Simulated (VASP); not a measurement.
Wanted: the native input for a VASP 6.6.1 run.

* Task: relaxation of the atoms
* Functional: PBE
* Potentials or basis: VASP PAW PBE potentials, release 64 (W_sv)
* Cutoff: 600 eV
* k mesh: 16 × 16 × 16
* Occupations: methfessel-paxton, width 0.1 eV
* Spin: no spin polarisation
* Further INCAR settings: ALGO = Normal; EDIFF = 1e-07; IBRION = 2; EDIFFG = -0.01; NSW = 40

The structure of W lies in POSCAR:

```
W                                       
1.0
   -1.5707856764      1.5707856764      1.5707856764
    1.5707856764     -1.5707856764      1.5707856764
    1.5707856764      1.5707856764     -1.5707856764
  W             
     1
Direct
     0.0000000000000000    0.0000000000000000    0.0000000000000000
```

The cell isn't the ideal one: a relaxed cell with its volume scaled by 0.96.

These files were run (other wordings do the same):

INCAR

```
SYSTEM = W
  PREC = Accurate
  ENCUT = 600
  EDIFF = 1E-7
  ISMEAR = 1
  SIGMA = 0.1
  LREAL = .False.
  LASPH = .True.
  NELM = 80
  ALGO = Normal
  ISIF = 2
  LWAVE = .False.
  LCHARG = .False.
  GGA = PE
  IBRION = 2
  NSW = 40
  EDIFFG = -0.01
```

KPOINTS

```
regular mesh
0
Gamma
  16 16 16
  0 0 0
```

Potentials or basis: VASP PAW PBE potentials, release 64 (W_sv).

Command:

```sh
$ cat potpaw_PBE.64/W_sv/POTCAR > POTCAR
$ mpirun -np 1 vasp_std > vasp.out
```

Results of the run:

```json
{
 "Pressure after relaxing": "13.5 GPa",
 "Band gap on the k mesh": "none (metal or under the smearing width)"
}
```

Caveat: the relaxation stopped at its first step, so nothing moved.

It took 9.4 s on 1 thread of Intel(R) Xeon(R) 6975P-C (Granite Rapids), with other jobs on the host, peak memory 0.16 GiB.
